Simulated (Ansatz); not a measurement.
# B: strong compression

The task here is to estimate one member of a computed series from the others.

Program: Ansatz 0.2.0. Level of theory: DFT PBE, with the methods named in each step. These are calculated values, not measurements.

**The starting structure**

Symmetry: Fd-3m, No. 227, cubic system. Conventional cell: a = 4.021 Å, b = 4.021 Å, c = 4.021 Å, α = 90.00°, β = 90.00°, γ = 90.00°. Around B (site symmetry -43m) lie 4 B at 1.74 Å.

Coordinates:

```xyz
2
Lattice="0.0000 2.0104 2.0104 2.0104 0.0000 2.0104 2.0104 2.0104 0.0000" Properties=species:S:1:pos:R:3 pbc="T T T"
B    -0.5026   -0.5026   -0.5026
B     0.5026    0.5026    0.5026
```

Whether this phase is the stable one at these pressures isn't tested.

Atoms are numbered in the order of the input: B1, B2.

The first run:

File input.yaml:

```yaml
crystal:
  lattice:
    - [0.0, 2.0103628793, 2.0103628793]
    - [2.0103628793, 0.0, 2.0103628793]
    - [2.0103628793, 2.0103628793, 0.0]
  atoms:
    - { symbol: B, position: [-0.125, -0.125, -0.125] }
    - { symbol: B, position: [0.125, 0.125, 0.125] }
kpoints:
  mp_grid: { grid: [18, 18, 18] }
scf:
  occupations: { method: fermi_dirac, width: 0.05 }
hamiltonian:
  xc: pbe
  pseudopotentials: { kind: paw }
output:
  forces: true
  stress: true
relax:
  f_tol: 0.005
  max_steps: 40
  cell: {}
```

Run with:

```bash
$ ansatz run input.yaml --threads 1 --pin off --max-ram 2048MiB --backend cpu --events-out ev --progress --plain --runs-dir out
```

Among the steps run: Cell relaxed at zero pressure, PAW; Volume scaled by 1, PAW; Volume scaled by 0.95, PAW; Volume scaled by 0.85, PAW; Volume scaled by 0.75, PAW; Volume scaled by 0.75, PAW (level accurate); Volume scaled by 0.65, PAW; Volume scaled by 0.55, PAW; Volume scaled by 0.45, PAW; Volume scaled by 0.4, PAW; Volume scaled by 0.4, PAW (level accurate).

One of the session's tables, all rows but one given; the rest of the session is left out.

| method | volume over the first | volume (Å³/atom) | pressure (GPa) |
| --- | --- | --- | --- |
| PAW | 1 | 8.310 | 0.00 |
| PAW | 0.95 | 7.895 | 9.92 |
| PAW | 0.85 | 7.064 | 38.23 |
| PAW | 0.75 | 6.233 | 84.01 |
| PAW | 0.65 | ? | ? |
| PAW | 0.55 | 4.571 | 294.18 |
| PAW | 0.45 | 3.740 | 546.83 |
| PAW | 0.4 | 3.324 | 760.18 |
| PAW (level accurate) | 0.75 | 6.233 | 83.97 |
| PAW (level accurate) | 0.4 | 3.324 | 763.55 |

Q: Estimate the row for PAW, 0.65 from the others.

The run gave: volume (Å³/atom): 5.402; pressure (GPa): 160.30. In the column «volume (Å³/atom)» it lies between PAW, 0.55 (4.571) and PAW, 0.75 (6.233).
